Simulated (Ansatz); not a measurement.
**Where Cd_i (6-fold void) puts its levels in the gap of CdSe (P6_3mc)**

Charge states of Cd_i (6-fold void) in CdSe (P6_3mc), set against the band edges. Model: a cell of 72 host atoms with 1 Cd put in.

Main program and level: Ansatz 0.2.0; place-levels on r2SCAN runs: charge-transition levels and formation energies with image-charge correction and potential alignment at the atomic sites; PAW set soft_1.

## 1. Set-up

The cell holds 73 atoms: 37 Cd and 36 Se. Cell: a = 13.023 Å, b = 13.023 Å, c = 14.159 Å, α = 90.0°, β = 90.0°, γ = 120.0°. It derives from CdSe (space group P6_3mc). Nearest the centre at fractional (0.667, 0.667, 0.344): Cd73 at 0.00 Å, Cd66 at 2.84 Å, Se68 at 2.84 Å, Cd42 at 2.84 Å, Se44 at 2.84 Å, Cd34 at 2.84 Å, Se36 at 2.84 Å, Se67 at 3.34 Å.

The host's dielectric constants go in as inputs: (8.02, 8.02, 8.09) for the electrons alone, (11.43, 11.43, 12.09) with the ions, computed on the host (DFPT, PBEsol, on the r2SCAN cell), and a cell off the functional's own equilibrium shifts the ionic part.

The cell's shortest repeat is 13.0 Å.

## 2. What was run first

A transition level is the Fermi level at which two charge states cost the same, so each charge needs its own total energy, at its own relaxed structure.

Random displacements of about 0.05 Å break the site symmetry at the start, so that the relaxation can reach a distorted minimum if there is one. Forces are taken at one point at (¼, ¼, ¼). The cell holds 1 electron more than the neutral one, with a uniform background that keeps it neutral on the whole. The electron count is odd, so at least one spin is unpaired; this run locks the moment at 1 μB.

The sampling was tested on the host first: at the k-points planned (1x1x1 shifted 0.25 0.25 0.25) its energy lies -0.014 eV an atom from the dense-mesh value, under the bound of 0.02 eV set for this test; that bounds the host's error, not the defect's.

One state's input; the others differ in charge, spin, start and seed, and in occupations where the table says so.

Input file qm1_M1.relax/input.yaml:

```yaml
crystal:
  lattice:
    - [13.02269516, 0.0, 0.0]
    - [-6.51134758, 11.27798483, 0.0]
    - [0.0, 0.0, 14.15932694]
  atoms:
    - { symbol: Cd, position: [0.11111111, 0.22222222, 2.861e-05] }
    - { symbol: Cd, position: [0.22222222, 0.11111111, 0.25002861] }
[... 7 atom lines left out ...]
    - { symbol: Cd, position: [0.22222222, 0.44444444, 0.25002861] }
[... 1 atom line left out ...]
    - { symbol: Se, position: [0.22222222, 0.44444444, 0.43797139] }
[... 21 atom lines left out ...]
    - { symbol: Cd, position: [0.55555556, 0.44444444, 0.25002861] }
    - { symbol: Se, position: [0.44444444, 0.55555556, 0.18797139] }
    - { symbol: Se, position: [0.55555556, 0.44444444, 0.43797139] }
    - { symbol: Cd, position: [0.44444444, 0.55555556, 0.50002861] }
[... 4 atom lines left out ...]
    - { symbol: Cd, position: [0.55555556, 0.77777778, 0.25002861] }
[... 1 atom line left out ...]
    - { symbol: Se, position: [0.55555556, 0.77777778, 0.43797139] }
[... 5 atom lines left out ...]
    - { symbol: Cd, position: [0.88888889, 0.11111111, 0.25002861] }
[... 1 atom line left out ...]
    - { symbol: Se, position: [0.88888889, 0.11111111, 0.43797139] }
[... 5 atom lines left out ...]
    - { symbol: Cd, position: [0.88888889, 0.44444444, 0.25002861] }
    - { symbol: Se, position: [0.77777778, 0.55555556, 0.18797139] }
    - { symbol: Se, position: [0.88888889, 0.44444444, 0.43797139] }
    - { symbol: Cd, position: [0.77777778, 0.55555556, 0.50002861] }
[... 3 atom lines left out ...]
    - { symbol: Cd, position: [0.77777778, 0.88888889, 2.861e-05] }
    - { symbol: Cd, position: [0.88888889, 0.77777778, 0.25002861] }
    - { symbol: Se, position: [0.77777778, 0.88888889, 0.18797139] }
    - { symbol: Se, position: [0.88888889, 0.77777778, 0.43797139] }
    - { symbol: Cd, position: [0.77777778, 0.88888889, 0.50002861] }
[... 3 atom lines left out ...]
    - { symbol: Cd, position: [0.666667, 0.666667, 0.344] }
  host:
    repeats: [3, 3, 2]
    atoms:
      - { symbol: Cd, position: [0.33333333, 0.66666667, 5.722e-05] }
      - { symbol: Cd, position: [0.66666667, 0.33333333, 0.50005722] }
      - { symbol: Se, position: [0.33333333, 0.66666667, 0.37594278] }
      - { symbol: Se, position: [0.66666667, 0.33333333, 0.87594278] }
total_charge: -1
basis:
  ecutwfc: 500
  xc_grid: 2
hamiltonian:
  xc: r2scan
  pseudopotentials: { kind: paw, azcp: { folder: soft_1 } }
kpoints:
  mp_grid: { grid: [1, 1, 1], shift: [0.25, 0.25, 0.25] }
magnetization:
  spin_polarized: true
  initial_magnetization: 1
  spin_locking: { lock_magnetization: hard }
scf:
  occupations: { method: fixed }
  max_iter: 100
output:
  forces: true
  charged_corrections:
    epsilon: [8.02, 8.02, 8.09]
    static_epsilon: [11.43, 11.43, 12.09]
    defect_position: [0.666667, 0.666667, 0.344]
relax:
  f_tol: 0.02
  max_steps: 80
  random_displacement: { amplitude: 0.05, seed: 2427 }
checkpoint:
  write: "../qm1_M1.relax.run"
  compress: false
  write_wavefunctions: true
  write_every: 100000
```

Command:

```
$ ansatz run input.yaml --threads 32 --pin off --max-ram 56524MiB --backend cuda --events-out ev --progress --plain --runs-dir out --max-vram 78GiB
```

Defect states can disperse in a cell of this size, so the energy is taken again at a 2×2×2 shifted mesh, on the relaxed structure.

The run of this state that the levels use, under r2SCAN:

Input file qm1_M1.point/input.yaml:

```yaml
crystal:
  checkpoint: "../qm1_M1.relax.run"
  host: checkpoint
total_charge: -1
basis:
  ecutwfc: 500
  xc_grid: 2
hamiltonian:
  xc: r2scan
  pseudopotentials: { kind: paw, azcp: { folder: soft_1 } }
kpoints:
  mp_grid: { grid: [2, 2, 2], shift: [0.5, 0.5, 0.5] }
magnetization:
  spin_polarized: true
  initial_magnetization: 1
  spin_locking: { lock_magnetization: hard }
scf:
  occupations: { method: fermi_dirac, width: 0.01 }
  max_iter: 100
output:
  forces: true
  eigenvalues: true
  charged_corrections:
    epsilon: [8.02, 8.02, 8.09]
    static_epsilon: [11.43, 11.43, 12.09]
    defect_position: [0.666667, 0.666667, 0.344]
  eigenstates: { localisation: true }
  populations: true
  efg: {}
checkpoint:
  read: "../qm1_M1.relax.run"
  write: "../qm1_M1.point.run"
  compress: false
  write_wavefunctions: false
  write_every: 100000
```

Relaxations under r2SCAN at one point at (¼, ¼, ¼); times on 1 × NVIDIA GB200 with 32 threads of Arm Neoverse V2, shared host:

```csv
charge,moment (μB),occupations,outcome,steps,largest displacement against the far atoms (Å),time
−1,1,fixed,converged,5,0.16,19 s
0,0,fixed,converged,6,0.16,13 s
+1,1,fixed,converged,5,0.16,18 s
+2,0,fixed,converged,7,0.27,16 s
0,2,fixed,converged,5,0.16,20 s
```

Single points under r2SCAN at a 2×2×2 shifted mesh; times on 1 × NVIDIA GB200 with 32 threads of Arm Neoverse V2, shared host:

```csv
charge,moment (μB),occupations,outcome,time
−1,1,fermi-dirac,converged,26 s
0,0,fermi-dirac,converged,12 s
+1,1,fermi-dirac,converged,26 s
+2,0,fermi-dirac,converged,11 s
0,2,fermi-dirac,converged,32 s
```

Distances (Å) from Cd73 to the nearest atoms after relaxation with r2SCAN:

```csv
charge,moment (μB),1.,2.,3.,4.,5.,6.
−1,1,Cd 2.90,Cd 2.90,Cd 2.91,Se 2.96,Se 2.97,Se 2.98
0,0,Cd 2.90,Cd 2.90,Cd 2.91,Se 2.95,Se 2.97,Se 2.98
0,2,Se 2.85,Se 2.86,Se 2.87,Cd 3.00,Cd 3.01,Cd 3.01
+1,1,Se 2.85,Se 2.85,Se 2.86,Cd 3.00,Cd 3.01,Cd 3.01
+2,0,Se 2.78,Se 2.78,Se 2.79,Cd 3.06,Cd 3.08,Cd 3.09
```

## 3. Levels against the band edges, r2SCAN

A charged cell interacts with its images and the background, and its potential has another zero than the host's. place-levels removes the first by a point-charge model, screened by the static dielectric constant since the ions have relaxed around the charge, and the second by comparing potentials at atoms far from the defect.

The host is a run of the defect-free crystal in the same cutoffs, grids and k-points, so that basis and sampling errors cancel in part in the differences. The host is run in a cell of 4 atoms on a matching mesh. Its band edges are searched through the zone by a band path, so the gap is smaller than, or equal to, that on the mesh. Chemical potentials are energies per atom of Cd (hcp), run with the same functional and cutoff.

Input file levels.point.yaml:

```yaml
host:
  run: host.point.run
states: [qm1_M1.point.run, q0.point.run, qp1_M1.point.run, qp2.point.run, q0_M2.point.run]
geometry_from:
  qm1_M1.point.run: qm1_M1.relax.run
  q0.point.run: q0.relax.run
  qp1_M1.point.run: qp1_M1.relax.run
  qp2.point.run: qp2.relax.run
  q0_M2.point.run: q0_M2.relax.run
  host.point.run: host.relax.run
chemical_potentials:
  Cd:
    energy: -8268.253598
    dataset: "<sha256 of the dataset>"
epsilon: [8.02, 8.02, 8.09]
static_epsilon: [11.43, 11.43, 12.09]
vertical:
  - { from: qm1_M1.point.run, to: qm1_M1.point_neutral.run }
  - { from: qp1_M1.point.run, to: qp1_M1.point_neutral.run }
  - { from: qp2.point.run, to: qp2.point_neutral.run }
```

Command:

```
$ ansatz place-levels levels.point.yaml -- --threads 32 --pin off --max-ram 56524MiB --backend cuda --max-vram 78GiB
```

Numbers of over 12 decimals in the logs are rounded to 6 here.

The program printed:

```text
[... repeated set-up lines and file paths are left out, and long positions are rounded to six places ...]
(+2/+1) 1.128 eV above the valence edge, in the conduction band
(+1/0) 1.324 eV above the valence edge (+1.387 eV without the band-filling correction), in the conduction band; not on the lower envelope
(0/-1) 1.097 eV above the valence edge (+2.257 eV without the band-filling correction), 0.000 eV under the conduction edge; not on the lower envelope
(+1/-1) 1.211 eV above the valence edge (+1.822 eV without the band-filling correction), in the conduction band: charges between them are lowest nowhere
formation energy of charge +2: -0.570 eV with the Fermi level at the valence edge
formation energy of charge +1: +0.558 eV with the Fermi level at the valence edge
formation energy of charge 0: +1.883 eV with the Fermi level at the valence edge
formation energy of charge -1: +2.980 eV with the Fermi level at the valence edge
vertical -1 to 0: no energy, since no alignment is typed
  the change from vertical[0].from (qm1_M1.point.run) to vertical[0].to (qm1_M1.point_neutral.run): by its potential at epsilon [8.02, 8.02, 8.09] it stands at 0.333 0.986 0.396, with an rms radius of about 9.1 Å (5.2 5.2 5.5 Å across the planes of the cell's [...]
vertical +1 to 0: no energy, since no alignment is typed
  the change from vertical[1].from (qp1_M1.point.run) to vertical[1].to (qp1_M1.point_neutral.run): by its spins about the atoms it stands at 0.644 0.690 0.360, with an rms radius of about 4.0 Å (2.3 2.3 2.4 Å across the planes of the cell's vectors); [...]
vertical +2 to 0: no energy, since no alignment is typed
  the change from vertical[2].from (qp2.point.run) to vertical[2].to (qp2.point_neutral.run): by its potential at epsilon [8.02, 8.02, 8.09] it stands at 0.631 0.703 0.353, with an rms radius of about 4.9 Å (2.8 2.8 2.9 Å across the planes of the cell's [...]
  edges by r2scan, gap 1.097 eV; the host is sampled to repeats of 26.05 Å
  the defect's cells are sampled to repeats of 26.05 Å, like sampling
  charge +2: -503206.9287 eV with its correction of +0.888 eV, at epsilon [11.43, 11.43, 12.09], aligned at sites: +0.1682 eV, mean over 36 atomic sites at or beyond 6.51 Å from the defect at [0.6667, 0.6667, 0.3440], with +0.000000 for the charge's moments [...]
  charge +1: -503199.1714 eV with its correction of +0.323 eV, at epsilon [11.43, 11.43, 12.09], aligned at sites: +0.1848 eV, mean over 36 atomic sites at or beyond 6.51 Å from the defect at [0.6667, 0.6667, 0.3440], with +0.000000 for the charge's moments [...]
  charge 0: +0.000 eV for its dipole among its images, +0.000 omitted
  charge -1: -503182.2697 eV with its correction of -0.112 eV, at epsilon [11.43, 11.43, 12.09], aligned at sites: +0.2495 eV, mean over 36 atomic sites at or beyond 6.51 Å from the defect at [0.6667, 0.6667, 0.3440], with +0.000000 for the charge's moments [...]
  charge 0: states[4] (q0_M2.point.run) stands 0.656 eV higher, with a moment of 2.00 μB against 0.00
  of states[3] (qp2.point.run): it parts from the run at its places by a charge that spreads by about 2.8 Å along one vector (2 Å or more is wide), by its potential at epsilon [8.02, 8.02, 8.09], taken for that of held ions (one typed too small widens it), [...]
  of states[2] (qp1_M1.point.run): it parts from the run at its places by a charge that spreads by about 2.3 Å along one vector (2 Å or more is wide), by the spins about the atoms, where the cell does not tell a trapped carrier from a band state. [...]
  of states[1] (q0.point.run): a band-filling correction moves a carrie
```

Wall time 0.5 s (32 threads of Arm Neoverse V2, shared host).

Levels between the charges placed, in eV above the valence top:

```csv
,gap (eV),(+2/+1),(+1/0),(0/−1)
r2SCAN,1.10,1.13,1.32,1.10
```

Corrections by state:

```csv
charge,moment (μB),image terms and alignment (eV),band filling (eV),ε used,"over the lowest of its charge, as the program ranks them, band filling apart (eV)"
+2,0.0,0.887,-,"principal values (11.43, 11.43, 12.09)",0.000
+1,1.0,0.323,-,"principal values (11.43, 11.43, 12.09)",0.000
0,0.0,0.000,-0.063,-,0.000
−1,1.0,-0.112,-1.222,"principal values (11.43, 11.43, 12.09)",0.000
0,2.0,0.000,-,-,0.656
```

The charged structures listed were also run neutral, and place-levels reads from each pair, by the potential or the spins, how wide the charge is by which they differ; that can be the carrier of either run.

```csv
charge,rms radius (Å),spread where it is widest against the cell (Å),wide from (Å),reading
+2,4.9,2.78,1.95,wide
+1,4.0,2.31,1.95,wide
−1,9.1,5.16,1.95,wide
```

The neutral runs of these pairs need not share the spin of the lowest neutral state, and very wide values only mean spread over the cell.

From the program's caveats on the states, each cut to its opening words:

- charge +2: it parts from the run at its places by a charge that spreads by about 2.8 Å along one vector (2 Å or more is wide), by its potential at epsilon [8.02, 8.02, [...]
- charge +2: its displacements don't fall off away from the defect: farther atoms stand 0.047 Å off the host's places
- charge +1 (1 μB): it parts from the run at its places by a charge that spreads by about 2.3 Å along one vector (2 Å or more is wide), by the spins about the atoms, where the [...]
- charge +1 (1 μB), −1 (1 μB), 0 (2 μB): flagged: stability check not made
- charge 0: a band-filling correction moves a carrier to the host's band edge, which changes its energy by -0.063 eV
- charge 0, −1 (1 μB): its displacements don't fall off away from the defect: farther atoms stand 0.045 Å off the host's places
- charge −1 (1 μB): it parts from the run at its places by a charge that spreads by about 5.2 Å along one vector (2 Å or more is wide), by its potential at epsilon [8.02, 8.02, [...]
- charge −1 (1 μB): a band-filling correction moves a carrier to the host's band edge, which changes its energy by -1.222 eV
- charge −1 (1 μB): its moments are held at its close (magnetization.spin_locking), by a field of 0.175 eV a Bohr magneton, and its energy and levels are of the state that this [...]
- charge 0 (2 μB): its moments are held at its close (magnetization.spin_locking), by a field of 0.412 eV a Bohr magneton, and its energy and levels are of the state that this [...]

The host's formation energy from the elements is -0.759 eV per atom; it sets how far the chemical potentials can move.

Formation energies (eV), Cd-rich (Δμ(Cd) = 0.00 eV, Δμ(Se) = -1.52 eV):

```csv
charge,Fermi level at the valence top,at the conduction bottom
+2,-0.57,1.62
+1,0.56,1.66
0,1.88,1.88
−1,2.98,1.88
```

Formation energies (eV), Se-rich (Δμ(Se) = 0.00 eV, Δμ(Cd) = -1.52 eV):

```csv
charge,Fermi level at the valence top,at the conduction bottom
+2,0.95,3.14
+1,2.08,3.17
0,3.40,3.40
−1,4.50,3.40
```

## 4. Effect of the sampling

The relaxations' own energies give the levels at their sampling, for comparison.

Input file levels.relax_mesh.yaml:

```yaml
host:
  run: host.relax.run
states: [qm1_M1.relax.run, q0.relax.run, qp1_M1.relax.run, qp2.relax.run, q0_M2.relax.run]
chemical_potentials:
  Cd:
    energy: -8268.253598
    dataset: "<sha256 of the dataset>"
```

Command:

```
$ ansatz place-levels levels.relax_mesh.yaml -- --threads 32 --pin off --max-ram 56524MiB --backend cuda --max-vram 78GiB
```

The program printed:

```text
(+2/+1) 1.212 eV above the valence edge, in the conduction band; not on the lower envelope
[...]
formation energy of charge +2: -0.624 eV with the Fermi level at the valence edge
formation energy of charge +1: +0.588 eV with the Fermi level at the valence edge
formation energy of charge 0: +1.870 eV with the Fermi level at the valence edge
formation energy of charge -1: +2.987 eV with the Fermi level at the valence edge
  edges by r2scan, gap 1.102 eV; the host is sampled to repeats of 19.24 Å
[... the lines on each state left out ...]
```

Elapsed: 0.15 s, on 32 threads.

Levels between neighbouring charges, in eV above the valence top:

```csv
,gap (eV),(+2/+1),(+1/0),(0/−1)
"one point at (¼, ¼, ¼)",1.10,1.21,1.28,1.12
a 2×2×2 shifted mesh,1.10,1.13,1.32,1.10
```

Going from one point at (¼, ¼, ¼) to a 2×2×2 shifted mesh moves the levels that carry no band-filling term by up to 0.08 eV and formation energies against the elements by up to 0.05 eV; band-filling terms, which differ between samplings, are in these energies.

## 5. Summary of results

```json
{"gap of the host": "1.10 eV (r2SCAN)", "level (plus 2/plus 1)": "1.13 eV above the valence top, past the conduction bottom", "level (plus 1/0)": "1.32 eV above the valence top, past the conduction bottom, not a change between lowest states (1.39 eV above the valence top without the band-filling term)", "level (0/minus 1)": "1.10 eV above the valence top, at the conduction bottom, not a change between lowest states (2.26 eV above the valence top without the band-filling term)", "lowest of the charges placed, just above the valence top (0.02 eV)": "+2", "lowest of the charges placed, just below the conduction bottom (0.02 eV)": "+2", "lowest formation energy at mid-gap of the charges run, Cd-rich": "0.53 eV", "lowest formation energy at mid-gap of the charges run, Se-rich": "2.05 eV"}
```

Of the charges placed (−1, 0, +1 and +2), +2 is the lowest from 0.02 eV above the valence top to 0.02 eV below the conduction bottom, a gap of 1.10 eV. (+2/+1) lies 0.03 eV from a band edge, less than the doubt on such levels. Charges above +2 were not placed, so these runs say nothing of levels that involve them. States placed: +2 at 0 μB; +1 at 1 μB; 0 at 0 μB and 2 μB; −1 at 1 μB. Other spin states or structures, where not listed, weren't placed. The program finds carriers beyond a band edge of the host and adds a band-filling term at charge −1 (-1.22 eV) and 0 (-0.06 eV); steps to such a charge show no bound level, and a defect level inside a band would be read the same way. Going from one point at (¼, ¼, ¼) to a 2×2×2 shifted mesh moves the levels that carry no band-filling term by up to 0.08 eV and formation energies against the elements by up to 0.05 eV; band-filling terms, which differ between samplings, are in these energies. Levels were also placed, and are left out here, under PBEsol at 1x1x1 shifted 0.25 0.25 0.25, since its corrections are too large to trust. Keep in mind: r2SCAN makes the gap too small and tends to spread out bound carriers; spin–orbit coupling, which can matter with heavy atoms, is left out; force components of up to 0.12 eV/Å remain in a run at the final settings.

[Logs are printed without paths, hosts, clocks, repeated set-up lines and the standing remarks that a program may print on its own settings, such as how far it seeks lower states.]

[Hosts, paths, dates, database ids (printed as entryN), source tags and the programs' standing remarks are cut or masked in the printed files.]

[Where a table of states has a column of steps, it counts the stored structures, which are thinned; the runs took as many ionic steps or more.]

[A defect's name tells the site on which it was built; relaxed atoms can leave that site.]

[For some hosts the program warned that the k-mesh of the response run may be too coarse for force constants and the static dielectric constant; such warnings are not shown here.]
